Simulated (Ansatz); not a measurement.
# 3-layer 2H-MoS2 (2H stacking) in a perpendicular field, part 3 of 3

What dipole does a perpendicular field induce in the 3-layer 2H-MoS2 (2H stacking), and does the gap follow? A positive field points along +c.

Ansatz 0.2.0; plane-wave DFT, PBE-D3(BJ), Ansatz PAW.

So far, gap along the path (eV): step 3 (atoms held, field 0, start network) 1.01; step 7 (field -0.1 V/Å) 0.988; step 8 (field 0.2 V/Å) 0.932; step 9 (field -0.2 V/Å) 0.932; step 10 (field 0.3 V/Å) 0.846.

### 11. Atoms held, field -0.3 V/Å

File input.yaml:

```yaml
crystal:
  lattice:
    - [3.1509787748, 0.0, 0.0]
    - [-1.5754893874, 2.7288276657, 0.0]
    - [0.0, 0.0, 33.2451376038]
  atoms:
    - { symbol: S, position: [0.3333333333, 0.6666666667, 0.2707162806] }
    - { symbol: Mo, position: [0.0, 0.0, 0.3178738739] }
    - { symbol: S, position: [0.3333333333, 0.6666666667, 0.3649801639] }
    - { symbol: S, position: [0.0, 0.0, 0.4529159665] }
    - { symbol: Mo, position: [0.3333333333, 0.6666666667, 0.5] }
    - { symbol: S, position: [0.0, 0.0, 0.5470840335] }
    - { symbol: S, position: [0.3333333333, 0.6666666667, 0.6350198361] }
    - { symbol: Mo, position: [0.0, 0.0, 0.6821261261] }
    - { symbol: S, position: [0.3333333333, 0.6666666667, 0.7292837194] }
kpoints:
  mp_grid: { grid: [18, 18, 1] }
  band_path:
    path: [[0, 0, 0], [0.5, 0, 0], [0.33333333, 0.33333333, 0], [0, 0, 0]]
    npoints: 16
hamiltonian:
  xc: pbe
  dispersion: d3bj
scf:
  occupations: { method: fermi_dirac, width: 0.02585 }
  convergence: { dr2_threshold: 1.0e-10 }
efield:
  axis: 3
  dipole_correction: true
  ramp_position: 0.9602
  ramp_width: 0.0795
  amplitude: -0.3
output:
  write_potential: true
  write_density: true
  volumetric_format: npy
```

Command:

```sh
$ ansatz run input.yaml --threads 4 --pin off --max-ram 8192MiB --backend cpu --events-out ev --progress --plain --runs-dir out
```

Numbers of over 12 decimals in the logs are rounded to 6 here.

The program printed:

```text
[...]
Crystal: 9 atoms, lattice volume = 285.858 Å³
Basis set: ecut = 420 eV, 5547 PW (Γ)
Bands: 48, of which v1, the nominal top of the filled ones, is band 39 counted from 1 (38 counted from 0)
Symmetry: 6 space group operations
k-points: 37 of 324 (time reversal used)
[...]
k-point 0: bands = [... 35 lower, 2.1191, 2.8006, 3.4274, 3.8375, 5.7312, 5.7312, 5.9322, 5.9322, ... 5 higher]
  k-point 1: bands = [... 35 lower, 2.2966, 2.8135, 3.3839, 3.7610, 5.6644, 5.8139, 5.8378, 5.8917, ... 5 higher]
  k-point 2: bands = [... 35 lower, 2.4176, 2.8105, 3.2192, 3.5290, 5.5080, 5.5925, 5.7449, 5.8313, ... 5 higher]
  k-point 36: bands = [... 35 lower, 1.2511, 2.8784, 3.1282, 3.4106, 4.6840, 4.9297, 5.1972, 5.6641, ... 5 higher]
[key lines of the parts left out:]
SCF converged after 15 iterations
Free energy (F): -20291.881408 eV
Fermi energy:    4.234519 eV
Dipole field:    D = -0.140077 V/Å  (p = -0.221286 e·Å, saw-weighted, corrected)
```

The job ended after 26 s (4 threads of Intel Xeon at 2.70GHz, shared host; peak memory 0.94 GiB).

The dipole is -0.221 e·Å, and the gap 0.846 eV.

### 12. Atoms held, field 0.4 V/Å

input.yaml, as its differences from that of step 11:

```diff
@@ -29,5 +29,5 @@
   dipole_correction: true
-  ramp_position: 0.9602
-  ramp_width: 0.0795
-  amplitude: -0.3
+  ramp_position: 0.9323
+  ramp_width: 0.1354
+  amplitude: 0.4
 output:
```

The program printed:

```text
[...]
Crystal: 9 atoms, lattice volume = 285.858 Å³
Basis set: ecut = 420 eV, 5547 PW (Γ)
Bands: 48, of which v1, the nominal top of the filled ones, is band 39 counted from 1 (38 counted from 0)
Symmetry: 6 space group operations
k-points: 37 of 324 (time reversal used)
[...]
k-point 0: bands = [... 35 lower, 2.1155, 2.7942, 3.4181, 3.8786, 5.6445, 5.6445, 5.8626, 5.8626, ... 5 higher]
  k-point 1: bands = [... 35 lower, 2.3075, 2.8164, 3.3728, 3.8051, 5.5761, 5.7278, 5.7539, 5.8101, ... 5 higher]
  k-point 2: bands = [... 35 lower, 2.4114, 2.8247, 3.2069, 3.5826, 5.4134, 5.5170, 5.6627, 5.8305, ... 5 higher]
  k-point 36: bands = [... 35 lower, 1.3293, 2.7944, 3.1261, 3.4917, 4.5975, 4.9280, 5.2804, 5.6135, ... 5 higher]
[key lines of the parts left out:]
SCF converged after 16 iterations
Free energy (F): -20291.907229 eV
Fermi energy:    4.221114 eV
Dipole field:    D = 0.186834 V/Å  (p = 0.295151 e·Å, saw-weighted, corrected)
```

The job ended after 27 s (4 threads; peak memory 0.94 GiB).

The dipole is 0.295 e·Å, and the gap 0.719 eV.

### 13. Atoms held, field -0.4 V/Å

input.yaml, as its differences from that of step 12:

```diff
@@ -31,3 +31,3 @@
   ramp_width: 0.1354
-  amplitude: 0.4
+  amplitude: -0.4
 output:
```

The program printed:

```text
[...]
Crystal: 9 atoms, lattice volume = 285.858 Å³
Basis set: ecut = 420 eV, 5547 PW (Γ)
Bands: 48, of which v1, the nominal top of the filled ones, is band 39 counted from 1 (38 counted from 0)
Symmetry: 6 space group operations
k-points: 37 of 324 (time reversal used)
[...]
k-point 0: bands = [... 35 lower, 2.1155, 2.7942, 3.4181, 3.8786, 5.6445, 5.6445, 5.8626, 5.8626, ... 5 higher]
  k-point 1: bands = [... 35 lower, 2.3075, 2.8164, 3.3728, 3.8051, 5.5761, 5.7278, 5.7539, 5.8101, ... 5 higher]
  k-point 2: bands = [... 35 lower, 2.4114, 2.8247, 3.2069, 3.5826, 5.4134, 5.5170, 5.6626, 5.8305, ... 5 higher]
  k-point 36: bands = [... 35 lower, 1.3293, 2.7944, 3.1261, 3.4917, 4.5975, 4.9280, 5.2804, 5.6135, ... 5 higher]
[key lines of the parts left out:]
SCF converged after 16 iterations
Free energy (F): -20291.907229 eV
Fermi energy:    4.221113 eV
Dipole field:    D = -0.186835 V/Å  (p = -0.295153 e·Å, saw-weighted, corrected)
```

It took 28 s on 4 threads; peak memory 0.94 GiB; 1.8 min of CPU time.

The dipole is -0.295 e·Å, and the gap 0.719 eV.

### 14. Response, atoms held

This step: plane-wave DFT, PBE-D3(BJ), Ansatz PAW; response to a field along the normal, atoms held (Ansatz 0.2.0).

The dipoles give the slope, and the difference of two potentials shows where the field is screened.

This step gave:

```
equivalent conductor thickness p/(ε₀AE) : 15.52 Å
distance between the outer atoms        : 15.25 Å
```

The dipole of the cell by applied field:

```csv
applied field (V/Å),dipole of the cell (e·Å)
-0.400,-0.295
-0.300,-0.221
-0.200,-0.147
-0.100,-0.0737
-0.050,-0.0369
0.000,-2.5e-6
0.050,0.0369
0.100,0.0737
0.200,0.147
0.300,0.221
0.400,0.295
```

Local field over the applied field, running mean. From the potentials at -0.05 and 0.05 V/Å; running mean over 2.8 Å. The local field over applied field by z:

```csv
z (Å),local field over applied field
4.5,0.999
5.0,0.996
5.5,0.988
6.0,0.965
6.5,0.910
7.0,0.802
7.5,0.655
8.0,0.493
8.5,0.331
9.0,0.194
9.5,0.100
10.0,0.0555
10.5,0.0378
11.0,0.0456
11.5,0.0725
12.0,0.123
12.5,0.189
13.0,0.239
13.5,0.258
14.0,0.250
14.5,0.211
15.0,0.148
15.5,0.0874
16.0,0.0514
16.5,0.0356
17.0,0.0414
17.5,0.0666
18.0,0.116
18.5,0.182
19.0,0.235
19.5,0.258
20.0,0.252
20.5,0.217
21.0,0.156
21.5,0.0943
22.0,0.0564
22.5,0.0386
23.0,0.0442
23.5,0.0731
24.0,0.142
24.5,0.259
25.0,0.412
25.5,0.577
26.0,0.733
26.5,0.863
27.0,0.943
27.5,0.979
28.0,0.993
28.5,0.998
```

The induced electron density oscillates, so the rows of the table below give means over windows of 3.1 Å about each position, cut where the curve ends. Its maxima inside the range that stand out by 2 % of the span (Å: e/Å³ per V/Å): 8.0: 0.00363, 9.2: 0.00107, 11.2: 3.5e-4, 14.2: 0.00208, 17.3: 3.3e-4, 20.2: 0.00209, 23.3: 4.8e-4, 24.4: -8.8e-4. Its minima: 8.9: 8.8e-4, 9.9: -4.8e-4, 13.0: -0.00209, 16.0: -3.3e-4, 19.1: -0.00208, 22.0: -3.5e-4, 24.1: -0.00107, 25.3: -0.00363.

Electrons, planar mean, per unit field. Induced electron density against z; means over each step:

z (Å), induced electron density (e/Å³ per V/Å) and a bar from the least value:
```
     5.69    0.00025 #################
     8.79    0.00143 ##############################
    11.89   -0.00064 ########
    14.99    0.00065 ######################
    18.09   -0.00067 #######
    21.19    0.00066 ######################
    24.29   -0.00133 
    27.39   -0.00035 ###########
```

The smaller of the gaps on the path and on the k-mesh, counted as 0 under 0.03 eV. Gap against applied field:

```csv
applied field (V/Å),gap (eV)
-0.400,0.719
-0.300,0.847
-0.200,0.932
-0.100,0.988
-0.050,1.00
0.000,1.01
0.050,1.00
0.100,0.988
0.200,0.932
0.300,0.847
0.400,0.719
```

By hand: between -0.05 and 0.05 V/Å the dipole changes by 0.07373 e·Å, a slope of 0.7373 e·Å²/V. A perfect conductor of thickness t has p = ε₀AEt, so t = 180.95 × 0.7373 / 8.598 = 15.52 Å (e/ε₀ = 180.95 V·Å, A in Å²).

The induced dipole is that of a conductor 15.52 Å thick.

### 15. Summary of results

* gap without field: 1.01 eV
* ionisation energy, upper face: 5.30 eV
* electron affinity, upper face: 4.30 eV
* equivalent conductor thickness, atoms held: 15.5 Å

The induced dipole equals that of a perfect conductor 15.52 Å thick, while the outer atoms lie 15.25 Å apart; an out-of-plane ε follows only once a thickness t is chosen, by 1 − 1/ε = 15.52 Å / t. The gap goes from 1.01 eV to 0.72 eV at -0.4 V/Å. With the field reversed the gap is 0.72 eV at 0.4 V/Å. Semilocal functionals give gaps that are too small, and excitons are not included. Spin-orbit coupling is left out, which matters for the bands of elements this heavy.

[Logs are printed without paths, hosts, clocks, repeated set-up lines and the standing remarks that a program may print on its own settings, such as how far it seeks lower states.]

[Hosts, paths, dates, database ids (printed as entryN), source tags and the programs' standing remarks are cut or masked in the printed files.]

[Maps of the electrostatic potential energy from Ansatz leave out the sawtooth potential of an applied field or a dipole correction, so their vacuum need not be flat; planar profiles and work functions include it.]
